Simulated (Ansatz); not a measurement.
# Si2W (P6_222) in Ansatz: band structure with BLYP

Aim: the band structure of Si2W with BLYP.

Everything below comes from runs of Ansatz 0.2.0. Logs are shortened: lines on timing, memory, paths and dates and some standing lists are left out, and cuts for length are marked.

### Step 1. Starting point

It takes space group P6_222 (No. 180, hexagonal). Conventional cell: a = 4.617 Å, b = 4.617 Å, c = 6.653 Å, α = 90.00°, β = 90.00°, γ = 120.00°. W (site symmetry 222) has 10 Si at 2.59 to 2.69 Å as nearest neighbours. Si (site symmetry 2) is surrounded by 5 Si at 2.57 to 2.69 Å and 5 W at 2.59 to 2.69 Å.

Measurements of this composition are mostly on another form, of space group No. 139.

### Step 2. Band structure, BLYP

input.yaml reads:

```yaml
crystal:
  lattice:
    - [4.6168523821, 0.0, 0.0]
    - [-2.3084261911, 3.9983114484, 0.0]
    - [0.0, 0.0, 6.653222]
  atoms:
    - { symbol: W, position: [0.5, 0.0, 0.5] }
    - { symbol: W, position: [0.5, 0.5, 0.8333333333] }
    - { symbol: W, position: [0.0, 0.5, 0.1666666667] }
    - { symbol: Si, position: [0.327252, 0.163626, 0.1666666667] }
    - { symbol: Si, position: [0.836374, 0.163626, 0.8333333333] }
    - { symbol: Si, position: [0.163626, 0.327252, 0.5] }
    - { symbol: Si, position: [0.672748, 0.836374, 0.1666666667] }
    - { symbol: Si, position: [0.163626, 0.836374, 0.8333333333] }
    - { symbol: Si, position: [0.836374, 0.672748, 0.5] }
hamiltonian:
  xc: blyp
  pseudopotentials: { kind: paw }
kpoints:
  mp_grid: { grid: [7, 7, 4] }
  band_path:
    path:
      - [[0.0, 0.0, 0.0], [0.5, 0.0, 0.0], [0.3333333333, 0.3333333333, 0.0], [0.0, 0.0, 0.0], [0.0, 0.0, 0.5], [0.5, 0.0, 0.5], [0.3333333333, 0.3333333333, 0.5], [0.0, 0.0, 0.5]]
      - [[0.5, 0.0, 0.5], [0.5, 0.0, 0.0]]
      - [[0.3333333333, 0.3333333333, 0.0], [0.3333333333, 0.3333333333, 0.5]]
    npoints: 10
scf:
  occupations: { method: fermi_dirac, width: 0.05 }
  n_extra_bands: 22
output:
  forces: true
  stress: true
  eigenvalues: true
  fatbands: false
```

Potentials or basis: Ansatz PAW.

Run with:

```sh
$ ansatz run input.yaml --threads 4 --pin off --max-ram 11264MiB --backend cpu --events-out ev --progress --plain --runs-dir out
```

Log:

```text
Warning: RAYON_NUM_THREADS=4 ignored (pool sized by the plan → 4); use --threads N
scf.n_extra_bands = 22 over 33 filled bands (N_el = 66.0): the run solves 55 bands
Engine: ansatz 0.2.0, aarch64-unknown-linux-gnu
Pseudopotentials: kind: paw
Pseudopotential: W, paw, valence charge 14, recommended cutoff 420 eV (normal), W.paw.azcp
Pseudopotential: Si, paw, valence charge 4, recommended cutoff 420 eV (normal), Si.paw.azcp
Functional definition: BLYP
  parameter beta = 0.0042
  parameter a = 0.04918
  parameter b = 0.132
  parameter c = 0.2533
  parameter d = 0.349
  exchange = b88_x(beta = beta)
  correlation = lyp_c(a = a, b = b, c = c, d = d)
Crystal: 9 atoms, lattice volume = 122.816 Å³
Basis set: ecut = 420 eV, 2405 PW (Γ), exchange–correlation on 64×64×90 points (8 copies of the dense FFT grid, shifted against one another)
Bands: 55, of which v1, the nominal top of the filled ones, is band 33 counted from 1 (32 counted from 0)
Symmetry: 12 space group operations
Space group: P6222 (ITA 180), of the structure as read, at distance tolerance 5.0e-5 Å
k-points: 24 of 196 (time reversal used)
Non-local potential: W, projectors of the file, l = 0: 3, l = 1: 2, l = 2: 2, l = 3: 1
Non-local potential: Si, projectors of the file, l = 0: 2, l = 1: 2, l = 2: 2
PAW form: soft (Blöchl's): semilocal exchange-correlation on the pseudo side does not see the compensation charge
PAW frozen core: W, regenerated for the run's functional, and the local potential with it (the file was generated under x = pbe(κ = 0.804, μ = 0.2195149727645171), c = pbe(β = 0.06672455060314922))
PAW frozen core: Si, regenerated for the run's functional, and the local potential with it (the file was generated under x = pbe(κ = 0.804, μ = 0.2195149727645171), c = pbe(β = 0.06672455060314922))
PAW one-centre angular grid: W, 590 points (default); XC on 64 Gauss nodes
PAW one-centre angular grid: Si, 110 points (default); XC on 64 Gauss nodes
Initial density: superposition of atomic densities (neutral atoms: chi_scale 0, normalization atom), corrected by the library's trained network
Initial wavefunctions: pseudopotential atomic-orbital guess
Functional: x = b88, c = lyp
SCF iter   1: F=—  HF=-35062.682594 eV  |F-HF|=—  |Δ(HF+E_count)|=         —  Δρ=1.22e-2  dr2=2.15e-1  ethr=1.77e-3  ⟨swp⟩=5.3  Hψ=5741  notcnv=0  defer=140
preconditioner: auto → Resta (q_TF=auto, 2.460 Å⁻¹)  ε∞=5.9  [insulator: Δε(μ)=0.245 eV  Ē_g=9.766 eV  σ=0.050 eV  W_gap=0.84  n_scr=34 (ndim 8)  ℏωp=21.7 eV  f_vac=0.000  D(μ)=0.25/eV (n_scr^D=0)  ε∞_Penn≈5.9]
SCF iter   2: F=—  HF=-35062.650377 eV  |F-HF|=—  |Δ(HF+E_count)|=   3.22e-2  Δρ=6.86e-3  dr2=6.40e-2  ethr=3.26e-4  ⟨swp⟩=2.0  Hψ=1754  notcnv=0  defer=283
SCF iter   3: F=—  HF=-35062.638585 eV  |F-HF|=—  |Δ(HF+E_count)|=   1.18e-2  Δρ=8.11e-4  dr2=6.96e-4  ethr=9.69e-5  ⟨swp⟩=2.2  Hψ=1581  notcnv=0  defer=292
SCF iter   4: F=—  HF=-35062.638620 eV  |F-HF|=—  |Δ(HF+E_count)|=   3.53e-5  Δρ=1.13e-4  dr2=8.95e-6  ethr=1.05e-6  ⟨swp⟩=2.4  Hψ=1466  notcnv=0  defer=292
SCF iter   5: F=—  HF=-35062.638699 eV  |F-HF|=—  |Δ(HF+E_count)|=   7.82e-5  Δρ=2.10e-5  dr2=3.48e-7  ethr=1.36e-8  ⟨swp⟩=2.0  Hψ=1514  notcnv=0  defer=292
SCF iter   6: F=-35062.638699 eV  HF=-35062.638699 eV  |F-HF|=8.35e-9  |Δ(HF+E_count)|=   3.14e-7  Δρ=3.20e-6  dr2=6.73e-9  ethr=1.52e-10  ⟨swp⟩=11.1  Hψ=6819  notcnv=0
SCF 1 converged in 6 iterations: F = -35062.638699 eV  dr2 = 6.73e-9
NSCF: frozen V_eff on 93 k-points
SCF converged after 6 iterations
Free energy (F): -35062.638699 eV
Harris-Foulkes:  -35062.638699 eV  (|F-HF|=8.35e-9)
Internal energy: -35062.634841 eV  (E = F + TS)
E sigma→0 (E₀):  -35062.636770 eV
Entropy (-TS):   -0.003858 eV (-0.429 meV/atom)
Fermi energy:    17.547043 eV
--- Per-component energies (eV) ---
  E_band       = -218.088925
  E_kinetic    = 1627.389706
  E_local      = -2874.159128  (includes V_loc(G=0)·N_el)
  E_nonlocal   = 160.090648
  E_hartree    = 1125.103846
  E_xc         = -1124.342688
  E_vxc        = -988.058664  (∫ρ·V_xc dr)
  E_paw        = -28879.331384  (= ΣΔE_a)
  E_vpaw       = -393.558793  (= ΣTr[D̂ρ^β])
  E_aug_tail   = -0.000136  (compensation charges beyond the density's cutoff)
  E_ewald      = -5098.042412
  E_core_change = 0.656707  (= ΣΔE_core)
  E_smearing   = -0.003858  (= −TS)
  E_closure    = 0.000000  (closes the sum)
  Σ components = -35062.638699   (vs F -35062.638699, Δ=0.00e0)
--- Forces (eV/Å), atoms counted from 1 ---
  atom   1  W      0.00000000     0.00000000    -0.00000000
  atom   2  W     -0.00000000     0.00000000     0.00000000
  atom   3  W     -0.00000000     0.00000000    -0.00000000
  atom   4  Si    -0.00114272    -0.00065975     0.00000000
  atom   5  Si     0.00114272    -0.00065975     0.00000000
  atom   6  Si     0.00000000    -0.00131950    -0.00000000
  atom   7  Si     0.00114272     0.00065975    -0.00000000
  atom   8  Si    -0.00114272     0.00065975    -0.00000000
  atom   9  Si    -0.00000000     0.00131950     0.00000000
  max |Σ_I F_I| component: 1.11e-16 eV/Å
--- Stress (GPa, compression-positive) ---
        8.786472       0.000000       0.000000
       -0.000000       8.786472      -0.000000
        0.000000      -0.000000       7.549014
  P = ⅓ Tr σ = 8.3740 GPa (83.740 kbar)
--- Band table (eV; the first three rows and the last of 24) ---
  k-point 0: bands = ["-56.7306", "-56.7189", "-56.7189", "-21.1384", "-21.1382", "-21.1382", "-21.1165", "-21.1165", "-21.0466", "-21.0110", "-21.0110", "-20.9996", "3.0685", "6.2552", "6.2552", "10.1154", "10.6285", "10.6285", "11.0947", "11.0947", "11.9818", "12.4291", "12.4291", "12.6833", "13.6175", "13.6175", "14.1423", "14.1423", "14.2921", "14.2921", "14.5337", "15.1370", "16.6792", "19.7094", "19.7695", "19.9263", "19.9263", "20.2194", "20.2194", "20.2390", "20.3414", "20.3414", "20.8557", "20.8557", "20.9016", "21.3986", "21.3986", "21.5495", "22.2304", "22.2304", "22.7348", "24.3126", "24.8266", "24.8266", "26.1758"]
  k-point 1: bands = ["-56.7296", "-56.7228", "-56.7160", "-21.1695", "-21.1314", "-21.1239", "-21.1103", "-21.0939", "-21.0486", "-21.0368", "-21.0127", "-20.9889", "3.3031", "5.0178", "7.4497", "10.3026", "10.5811", "10.7278", "10.8970", "11.5155", "11.5762", "11.9523", "11.9903", "12.1574", "13.8359", "13.9094", "13.9599", "14.2258", "14.5224", "14.8199", "14.9874", "15.1637", "17.1696", "18.9807", "19.4377", "19.9895", "20.0089", "20.1087", "20.1196", "20.1838", "20.3426", "20.3602", "20.6636", "20.7674", "21.1691", "21.2455", "21.5207", "21.5686", "21.7168", "23.3246", "23.4676", "23.7599", "24.0021", "24.6556", "25.3352"]
  k-point 2: bands = ["-56.7267", "-56.7267", "-56.7150", "-21.1807", "-21.1269", "-21.1164", "-21.1164", "-21.0498", "-21.0498", "-21.0477", "-21.0477", "-20.9806", "3.9808", "3.9808", "8.1134", "10.2041", "10.5950", "10.7372", "10.7372", "11.4401", "11.4401", "11.9188", "11.9188", "12.1696", "13.5214", "13.8182", "13.8182", "13.9015", "14.9409", "14.9409", "15.0876", "16.8102", "16.8102", "19.3369", "19.4512", "19.4512", "19.7003", "20.0608", "20.0608", "20.1758", "20.5263", "20.6850", "20.6850", "20.6969", "20.8084", "20.8084", "21.0795", "21.7757", "21.7757", "22.7698", "23.3011", "23.3011", "24.5096", "24.5096", "26.6406"]
  k-point 23: bands = ["-56.7266", "-56.7219", "-56.7197", "-21.1731", "-21.1588", "-21.1573", "-21.0980", "-21.0836", "-21.0671", "-21.0112", "-21.0087", "-20.9810", "6.0186", "6.0633", "6.7692", "7.4830", "7.6999", "8.6631", "10.9769", "11.3458", "11.8470", "12.2301", "13.4428", "13.4542", "13.8317", "13.8820", "14.0727", "14.1620", "15.2620", "15.6275", "15.8940", "16.2009", "17.0058", "18.1194", "18.3439", "18.3752", "18.9471", "19.3820", "19.6196", "19.7151", "20.0558", "20.6047", "20.7041", "21.1660", "22.1081", "22.1432", "22.4227", "22.8529", "23.3992", "23.4751", "23.5383", "24.1864", "24.4766", "24.5127", "26.6864"]
```

Run time: 17 s. Hardware: 4 threads of Arm Neoverse V1, shared host; peak memory 0.64 GiB.

Results:

| Quantity | Value |
| --- | --- |
| Free energy | -35062.6387 eV |
| Pressure | 8.4 GPa |
| Band gap on the k mesh | 0.21 eV, indirect (least direct gap 0.64 eV) |
| Band gap along the path | 0.01 eV, indirect (least direct gap 0.60 eV) |

Stress tensor (GPa, compression positive):
```
8.79 0.00 0.00
0.00 8.79 0.00
0.00 0.00 7.55
```

Levels at the corners of the path, in eV from the valence-band top:
```
point  band 31  band 32  band 33  band 34  band 35  band 36
    Γ    -3.04    -2.43    -0.89     2.14     2.20     2.36
    M    -1.64    -1.19    -0.64     0.01     0.78     0.87
    K    -1.17    -1.17    -0.84     0.79     1.09     1.09
    Γ    -3.04    -2.43    -0.89     2.14     2.20     2.36
    A    -2.48    -0.76    -0.76     1.77     1.88     1.88
    L    -2.08    -1.29     0.00     0.60     1.00     1.20
    H    -1.58    -1.58    -0.66     0.59     0.59     0.75
    A    -2.48    -0.76    -0.76     1.77     1.88     1.88
    L    -2.08    -1.29     0.00     0.60     1.00     1.20
    M    -1.64    -1.19    -0.64     0.01     0.78     0.87
    K    -1.17    -1.17    -0.84     0.79     1.09     1.09
    H    -1.58    -1.58    -0.66     0.59     0.59     0.75
```

Caveat: the k mesh misses the band edges, so the gap on the mesh is wider than the one along the path; spin-orbit coupling is left out, which moves the levels of the heavy elements; the PAW data sets come from PBE, with cores solved anew for the run's functional, which leaves a small shift of forces and pressure. Expect the measured gap to be larger: semilocal functionals such as BLYP lack the derivative discontinuity.
